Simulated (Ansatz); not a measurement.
This Ge structure is the end of a relaxation. The cell was found from a structure generator's guess, not taken from experiment.

Computed with Ansatz 0.2.0, DFT PBE, scalar-relativistic, plane waves, PAW. Cutoff 420 eV, Γ-centred mesh, Gaussian smearing, no spin polarisation.

```
Ge
1.0
     1.84447   -3.67635    0.00000
     1.84447    3.67635    0.00000
     0.00000    0.00000    6.39139
Ge
4
Direct
  0.65236 0.34764 0.90622
  0.84764 0.15236 0.40622
  0.34764 0.65236 0.09378
  0.15236 0.84764 0.59378
```

Energies count from the standard state of Ge at the same level.

Question: What space group does it have?

Answer: Cmce (No. 64). Conventional cell: a = 3.689 Å, b = 7.353 Å, c = 6.391 Å. Around Ge lie 5 Ge at 2.54–2.72 Å.

Question: How far does it lie from the standard state of Ge?

Answer: +0.22 eV/atom. So it is a metastable form at best.

Question: Is it a metal?

Answer: Yes, bands cross the Fermi level on the 14×14×8 mesh.

The last run used a 14×14×8 mesh (in the run's order of axes) for its 4-atom cell and Gaussian smearing of 0.10 eV. A later test with randomly moved atoms came back to the same energy, though modes that don't fit the test's cell weren't probed. Another cell of Ge relaxed alike, in P6_3/mmc, lies 217 meV/atom lower, so this cell isn't the stable form at this level.
